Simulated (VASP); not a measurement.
Runs of VASP 6.6.1 on CsSnI3. The structure is cubic, space group Pm-3m (No. 221). The conventional cell has a = 6.206 Å, b = 6.206 Å, c = 6.206 Å, α = 90.00°, β = 90.00°, γ = 90.00°. Cs (site symmetry m-3m) is surrounded by 12 I at 4.39 Å. I (site symmetry 4/mmm) has 2 Sn at 3.10 Å as nearest neighbours. Around Sn (site symmetry m-3m) lie 6 I at 3.10 Å. 

| task | level | potentials or basis | cell | k mesh | cutoff (eV) | gap on the mesh (eV) | pressure (GPa) |
| --- | --- | --- | --- | --- | --- | --- | --- |
| band structure | TB-mBJ | VASP PAW PBE potentials, release 64 (Cs_sv, I, Sn_d) | Pm-3m, 47.8 Å³/atom | 6 × 6 × 6 | 520 | (c) | - |
| band structure | r2SCAN | VASP PAW PBE potentials, release 64 (Cs_sv, I, Sn_d) | Pm-3m, 47.8 Å³/atom | 6 × 6 × 6 | 520 | (b) | 0.2 |
| band structure | LDA | VASP PAW LDA potentials, release 64 (Cs_sv, I, Sn_d) | Pm-3m, 47.8 Å³/atom | 6 × 6 × 6 | 520 | (a) | -1.4 |
| relaxation of cell and atoms | LDA | VASP PAW LDA potentials, release 64 (Cs_sv, I, Sn_d) | relaxed | 4 × 4 × 4 | 600 | none | 0.0 |
| band structure | PBEsol | VASP PAW PBE potentials, release 64 (Cs_sv, I, Sn_d) | Pm-3m, 47.8 Å³/atom | 6 × 6 × 6 | 520 | 0.26 | -0.6 |

Alike in all rows: no spin polarisation; smearing gaussian 0.02 eV.

Fill in the values left out.

(a) 0.27; (b) 0.42; (c) 0.63.

Caveats: spin-orbit coupling is left out, which moves the levels of the heavy elements (some runs); the PAW data sets were made with another functional, which shifts forces and pressure a little (some runs).

A k mesh can miss the band edges, and the runs leave out spin-orbit coupling on Cs, I, Sn.

A gap of «none» marks a metal or a gap under the smearing width.
